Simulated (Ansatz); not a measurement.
KF (zincblende) (r2SCAN geometry), in Ansatz:

```
CELL_PARAMETERS angstrom
0.00000 2.93540 2.93540
2.93540 0.00000 2.93540
2.93540 2.93540 0.00000
ATOMIC_POSITIONS crystal
K 0.00000 0.00000 0.00000
F 0.25000 0.25000 0.25000
```

G0W0@PBE with 82 empty bands, a screening cutoff of 80 eV and a 4×4×4 mesh (PAW, contour deformation) gives 8.578 eV over the mesh points, from a PBE gap of 5.169 eV; it sums over 90 bands with 65 plane waves in the screening and a wave cutoff of 420 eV. No extrapolation in bands, cutoff or mesh was made for G0W0. No spin polarisation and no zero-point or thermal motion; the cell was built from a prototype and may be hypothetical.

Task: Estimate the gap with mesh 6×6×6.

Result: 8.568 eV (-0.010 eV), from a Kohn-Sham gap of 5.169 eV.
